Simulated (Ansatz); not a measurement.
Mg: rattling a relaxed structure

The cell was found from a structure generator's guess, not taken from experiment.

Theory: DFT PBE, scalar-relativistic, plane waves, PAW in Ansatz. Settings: cutoff 420 eV, Γ-centred mesh 20×20×20 on the computed 2-atom cell, Gaussian smearing of 0.10 eV; no spin polarisation.

The cell below (2 atoms, space group Fddd (No. 70)) is relaxed within its symmetry.

```
CELL_PARAMETERS angstrom
0.00000 2.77741 5.36447
1.56905 0.00000 5.36447
1.56905 2.77741 0.00000
ATOMIC_POSITIONS crystal
Mg 0.75000 0.75000 0.75000
Mg 0.50000 0.50000 0.50000
```

For the test a repeat of it with 8 atoms (edges 5.59, 6.28, 6.38 Å) was strained at random (σ = 1.5 % a component), the atoms were moved at random (σ = 0.10 Å), and all was relaxed again on a coarse 4×4×4 mesh (in the run’s order of axes) with 0.20 eV smearing, with no symmetry imposed.

Question: Is the structure stable against such a distortion?

Answer: It doesn't return. The energy falls by 27 meV/atom on that mesh, the volume changes by -1.0 %, and the end has space group I4/mmm (No. 139) at a loose tolerance. Relaxed again on a 24×24×24 mesh with 0.10 eV smearing, the new structure lies 35 meV/atom below the first (mesh in the axes of the run's cell; the cell below is made exact in the group named). Space group Fm-3m (No. 225), cubic, a = 4.523 Å. Mg is surrounded by 12 Mg at 3.20 Å.

```xyz
1
Lattice="0.0000 2.2616 2.2616 2.2616 0.0000 2.2616 2.2616 2.2616 0.0000" Properties=species:S:1:pos:R:3 pbc="T T T"
Mg    0.0000    0.0000    0.0000
```
